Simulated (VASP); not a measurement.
# MoS₂: kinetic-energy density

MoS₂, R3m (no. 160), 3 atoms in the cell. PBE; PAW potentials Mo_sv, S (PBE set).

## Input

INCAR:
```
SYSTEM = MoS2
ALGO = Normal
EDIFF = 1E-7
ENCUT = 520
ISIF = 2
ISMEAR = 0
LASPH = .True.
LCHARG = .True.
LREAL = .False.
LTAU = .True.
LWAVE = .False.
NELM = 100
PREC = Accurate
SIGMA = 0.02
```

KPOINTS:
```
k-points
0
Gamma
  8 8 8
```

POSCAR:
```
MoS2
1.0
    1.5800000000      0.9122134253      6.1500000000
   -1.5800000000      0.9122134253      6.1500000000
    0.0000000000     -1.8244268506      6.1500000000
Mo S
1 2
Direct
    0.0000000000      0.0000000000      0.0000000000
    0.4170000000      0.4170000000      0.4170000000
    0.2500000000      0.2500000000      0.2500000000
```

Commands:
```
cat potpaw_PBE.64/Mo_sv/POTCAR potpaw_PBE.64/S/POTCAR > POTCAR
mpirun -np 1 vasp_std > vasp.out
```

## Result

- Kinetic energy of the pseudo orbitals (eV): 625.02

VASP 6.6.1 took 108 s on 1 core (Intel Xeon Platinum 8488C (Sapphire Rapids)), a shared host.
